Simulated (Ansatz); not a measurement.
# A thicker film of NaCl (110) from two thinner ones

In a field along its normal an insulating film takes a dipole p. Written as a length, p/(ε₀AE), it should grow by 1 − 1/ε for each ångström added.

How it was computed: Ansatz 0.2.0, plane waves with PAW datasets (its set soft_2), PBEsol; rocksalt films relaxed at a bulk in-plane lattice constant near the measured one, then held in weak fields of both signs with a dipole correction (A is the cell's area, E the outer field).

| run | distance between the outer atoms (Å) | p/(ε₀AE) (Å) |
| --- | --- | --- |
| 5 units | 7.872 | 6.431 |
| 8 units | 13.803 | 10.030 |
| 12 units | 21.685 | ? |

**Question.** What value belongs in the row marked “?”, and how far can the other rows tell?

Two rows fix a line: slope = (10.030 − 6.431) / (13.803 − 7.872) = 0.6068, intercept 1.6543. That slope means ε = 1/(1 − 0.6068) = 2.54. At 21.685 it gives 0.6068 × 21.685 + 1.6543 = 14.813 Å, beyond the rows fitted. Rounding of the rows alone allows about ±0.003 Å there; two rows can't show whether the line holds.

The run itself gives 14.832 Å: a miss of +0.019 Å, or 0.1 % of the value. The length is met to within 1 %, though ε is more sensitive than the length: the two thickest films give ε = 2.56.

**Limits.** This is the electronic response alone. A unit is one step of the cut along the normal (a plane, a pair of planes or a cell), and the layers relax along it, away from their bulk spacing where the functional's lattice constant differs from the one held.
